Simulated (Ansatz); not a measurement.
Starting cell, CaF₂ (fluorite):

```
CELL_PARAMETERS angstrom
      0.00000     5.51096     5.51096
      2.75548     0.00000     2.75548
      2.75548     2.75548     0.00000
ATOMIC_POSITIONS crystal
  Ca 0.00000 0.00000 0.00000
  Ca 0.50000 0.00000 0.00000
  F  0.12500 0.25000 0.25000
  F  0.62500 0.25000 0.25000
  F  0.37500 0.75000 0.75000
  F  0.87500 0.75000 0.75000
```

A phonon eigenvector at L = (0.5, 0.0, 0.0) is frozen into this cell: atom i moves by Q times the vector below, so Q is the largest atomic displacement, in Å. The cell is held. (q is in reciprocal vectors of the primitive cell; the cell shown is doubled to hold the pattern.)

```json
[
 {"atom": "Ca1", "x": "-0.497", "y": "0.497", "z": "0.497"},
 {"atom": "Ca2", "x": "0.497", "y": "-0.497", "z": "-0.497"},
 {"atom": "F3", "x": "-0.577", "y": "0.577", "z": "0.577"},
 {"atom": "F4", "x": "0.577", "y": "-0.577", "z": "-0.577"},
 {"atom": "F5", "x": "0.577", "y": "-0.577", "z": "-0.577"},
 {"atom": "F6", "x": "-0.577", "y": "0.577", "z": "0.577"}
]
```

Level of theory: PBE (plane waves to 420 eV, PAW, scalar-relativistic; Ansatz, an electronic-structure program). k mesh 5×10×10 (Γ-centred), Fermi-Dirac smearing 0.05 eV. CaF2 was relaxed with its symmetry unable to fall.

At one point of the scan the forces (eV/Å) are:

```json
[
 {"atom": "Ca1", "Fx": "-1.154", "Fy": "1.154", "Fz": "1.154"},
 {"atom": "Ca2", "Fx": "1.154", "Fy": "-1.154", "Fz": "-1.154"},
 {"atom": "F3", "Fx": "-0.150", "Fy": "0.150", "Fz": "0.150"},
 {"atom": "F4", "Fx": "1.012", "Fy": "-1.012", "Fz": "-1.012"},
 {"atom": "F5", "Fx": "0.150", "Fy": "-0.150", "Fz": "-0.150"},
 {"atom": "F6", "Fx": "-1.012", "Fy": "1.012", "Fz": "1.012"}
]
```

Problem. Which point is it?
(A) Q = -0.120 Å
(B) Q = -0.180 Å
(C) Q = -0.030 Å
(D) Q = -0.150 Å

Solution. B, Q = -0.180 Å

(A displaced cell: forces are minus the slopes of the energy, force constants its curvatures, and phonons follow from these.)
